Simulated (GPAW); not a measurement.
**FeSi2 (Linzhiite): single point with PBEsol**

Crystal: FeSi2 (Linzhiite).

```
CELL_PARAMETERS angstrom
5.36800 0.00000 0.00000
0.00000 2.68400 0.00000
0.00000 0.00000 5.12800
ATOMIC_POSITIONS crystal
Fe 0.00000 0.00000 0.00000
Fe 0.50000 0.00000 0.00000
Si 0.25000 0.50000 0.73000
Si 0.75000 0.50000 0.73000
Si 0.25000 0.50000 0.27000
Si 0.75000 0.50000 0.27000
```

```json
{"Program": "GPAW 26.7.0", "Task": "single point", "Functional": "PBEsol", "Potentials or basis": "PAW data sets generated in the run's folder for this functional", "Cutoff": "600 eV", "Basis": "pw", "k mesh": "4 × 8 × 5", "Occupations": "fermi-dirac, width 0.05 eV", "Spin": "collinear spin, ferromagnetic start", "Starting moments": "[4.5, 4.5, 0.0, 0.0, 0.0, 0.0] μB"}
```

```
Pressure               : 0.7 GPa
Largest force          : 0.376 eV/Å
Band gap on the k mesh : none (metal or under the smearing width)
Net moment             : 0.00 μB per cell
```

Forces in eV/Å, atoms in the order of the input:
```
Fe   0.000  0.000  0.000
Fe   0.000  0.000  0.000
Si   0.000  0.000 -0.376
Si   0.000  0.000 -0.376
Si   0.000  0.000  0.376
Si   0.000  0.000  0.376
```

Stress tensor (GPa, compression positive):
```
 1.37  0.00  0.00
 0.00  1.37  0.00
 0.00  0.00 -0.66
```

Levels at points of the mesh, in eV from the Fermi level:
Spin up:
```csv
k point,band 12,band 13,band 14,band 15,band 16,band 17,band 18,band 19,band 20,band 21
"(0.00, 0.00, 0.00)",-1.66,-1.51,-1.51,-1.09,-0.62,0.12,1.46,2.29,4.56,4.56
"(0.00, 0.50, 0.00)",-3.20,-2.27,-2.09,-1.09,0.12,0.17,0.41,1.46,2.29,2.60
"(0.50, 0.00, 0.00)",-2.04,-1.45,-1.45,-1.30,-1.30,0.33,0.33,3.76,3.76,5.47
"(0.50, 0.50, 0.00)",-2.22,-1.84,-1.84,0.03,0.03,0.11,0.11,1.40,1.40,2.57
```
Spin down:
```tsv
k point	band 14	band 15	band 16	band 17	band 18	band 19
(0.00, 0.00, 0.00)	-1.51	-1.09	-0.62	0.12	1.46	2.29
(0.00, 0.50, 0.00)	-2.09	-1.09	0.12	0.17	0.41	1.46
(0.50, 0.00, 0.00)	-1.45	-1.30	-1.30	0.33	0.33	3.76
(0.50, 0.50, 0.00)	-1.84	0.03	0.03	0.11	0.11	1.40
```

It took 7.3 min on 1 thread of Intel(R) Xeon(R) Processor @ 2.50GHz (Skylake/Cascade Lake), on a shared host, peak memory 0.32 GiB.

Caveat: the starting moments collapsed, and a magnetic state may lie lower.
